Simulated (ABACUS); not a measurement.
The system is Ni.

```
Ni
1.0
     0.00000    1.73757    1.73757
     1.73757    0.00000    1.73757
     1.73757    1.73757    0.00000
Ni
1
Cartesian
  0.0000 0.0000 0.0000
```

Base run:

| Property | Result |
| --- | --- |
| Program | ABACUS 3.10.1 |
| Functional | AM05 |
| Potentials or basis | PseudoDojo NC SR 0.4.1 PBEsol standard |
| Cutoff | 1333 eV |
| Density cutoff | 5333 eV |
| Basis | plane waves |
| k mesh | 10 × 10 × 10 |
| Occupations | fermi-dirac, width 0.05 eV |
| Spin | collinear spin, ferromagnetic start |
| Starting moments | [1.0] μB |

Its results: band gap on the k mesh none (metal or under the smearing width); pressure -4.1 GPa; net moment 0.71 μB per cell.

The run is repeated on the same cell with these changes: functional from AM05 to B86bPBE; potentials or basis from PseudoDojo NC SR 0.4.1 PBEsol standard to PseudoDojo NC SR 0.5 PBE standard. What comes out?

Band gap on the k mesh none (metal or under the smearing width); pressure 9.4 GPa; net moment 0.72 μB per cell.

Caveats: the potentials were made for another functional, which shifts forces and pressure.

Not every run made on this cell is shown here.
